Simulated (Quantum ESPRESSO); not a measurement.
The system is Ge.

```
Ge
1.0
     1.48805   -2.59469    0.00000
     1.48805    2.59469    0.00000
     0.00000    0.00000    4.72760
Ge
2
Direct
  0.33345 0.66655 0.75000
  0.66655 0.33345 0.25000
```

This isn't the form of Ge at room conditions, which is diamond.

- Program: Quantum ESPRESSO 7.5
- Task: relaxation of cell and atoms
- Functional: PBEsol
- Dispersion: D3
- Potentials or basis: GBRV 1.5 PBEsol
- Cutoff: 612 eV
- Density cutoff: 4898 eV
- k mesh: 8 × 8 × 5
- Occupations: fermi-dirac, width 0.05 eV
- Spin: no spin polarisation

At the start: pressure -0.7 GPa; volume 18.25 Å³/atom.

Q: How do energy, volume and symmetry change on relaxing?

A: Over 18 steps the energy falls by 42.4 meV/atom and the volume is 17.99 Å³/atom (-1.5 %); space group P6_3/mmc (No. 194, to 0.05 Å).

The path:
```csv
step,energy change (eV),largest force (eV/Å),pressure (GPa),volume (Å³)
1,0.0000,0.0147,-0.75,36.51
2,-0.0005,0.0162,-0.62,36.44
3,-0.0045,0.0256,0.98,35.70
4,0.0532,0.0066,9.87,32.67
5,-0.0111,0.0268,1.79,35.32
6,-0.0152,0.0267,2.45,35.02
7,-0.0198,0.0218,2.45,35.04
8,0.0678,0.0821,2.80,35.82
9,-0.0514,0.0082,1.00,35.72
10,-0.0637,0.0391,0.32,36.07
11,-0.0664,0.0422,-0.09,36.26
12,-0.0715,0.0389,-0.90,36.62
13,-0.0759,0.0248,-1.31,36.77
14,-0.0812,0.0080,-1.33,36.65
15,-0.0757,0.0445,0.23,36.06
16,-0.0845,0.0075,-0.49,36.19
17,-0.0848,0.0087,-0.25,36.08
18,-0.0847,0.0083,-0.01,35.97
```

Final structure:
```cif
data_structure
_symmetry_space_group_name_H-M 'P 1'
_symmetry_Int_Tables_number 1
_cell_length_a 2.8475
_cell_length_b 2.8475
_cell_length_c 5.1211
_cell_angle_alpha 90.000
_cell_angle_beta 90.000
_cell_angle_gamma 119.961
_cell_volume 35.97
loop_
_atom_site_label
_atom_site_type_symbol
_atom_site_fract_x
_atom_site_fract_y
_atom_site_fract_z
_atom_site_occupancy
Ge1 Ge 0.33450 0.66550 0.75000 1
Ge2 Ge 0.66550 0.33450 0.25000 1
```

Caveat: pairwise dispersion overbinds metals, which lowers pressure and volume.
